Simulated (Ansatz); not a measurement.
Runs of Ansatz 0.2.0 on TePb. The structure is cubic, space group Fm-3m (No. 225). The conventional cell has a = 6.462 Å, b = 6.462 Å, c = 6.462 Å, α = 90.00°, β = 90.00°, γ = 90.00°. Pb (site symmetry m-3m) has 6 Te at 3.23 Å as nearest neighbours. Around Te (site symmetry m-3m) lie 6 Pb at 3.23 Å. 

```tsv
task	level	potentials or basis	spin	cell	k mesh	cutoff (eV)	smearing	driver	points for each segment of the path	delta	atoms under strain	other keys	mesh quality	gap on the mesh (eV)	pressure (GPa)
single point	PBE	Ansatz PAW	off	as given	7 × 7 × 7	420	gaussian 0.15 eV	calculator	-	-	-	-	not flagged	-	2.1
topological invariants	LDA	Ansatz PAW	SOC, no magnetisation	as given	7 × 7 × 7	420	fixed	chain	14	-	-	-	not flagged	-	-2.0
band structure	LDA	PseudoDojo LDA	off	cell strained at random at fixed volume	6 × 6 × 6	1120	fixed	chain	14	-	-	-	not flagged	0.49	-1.7
single point	PBE0+D4	SPMS NC	off	as given	4 × 4 × 4	680	cold 0.15 eV	calculator	-	-	-	-	coarse	(a)	-2.1
single point	PBE	Ansatz PAW	off	as given	7 × 7 × 7	420	gaussian 0.15 eV	-	-	-	-	-	not flagged	-	2.1
band structure	revPBE+D3(BJ)	Ansatz PAW accurate	off	cell strained at random at fixed volume	6 × 6 × 6	700	methfessel-paxton 0.01 eV	chain	14	-	-	basis.ecutrho_ratio = 6	not flagged	0.45	-0.3
```

Fill in the values left out.

(a) 1.70.

Caveats: some runs use coarse meshes; spin-orbit coupling is left out, which as a rule narrows the gap of such compounds by several tenths of an eV (some runs); the potentials were made for another functional, which shifts forces and pressure (some runs); the thresholds are loose for stress (some runs).

A k mesh can miss the band edges, and rows without SOC leave out spin-orbit coupling on Pb, Te.

The runs don't all hold the same shells in valence.
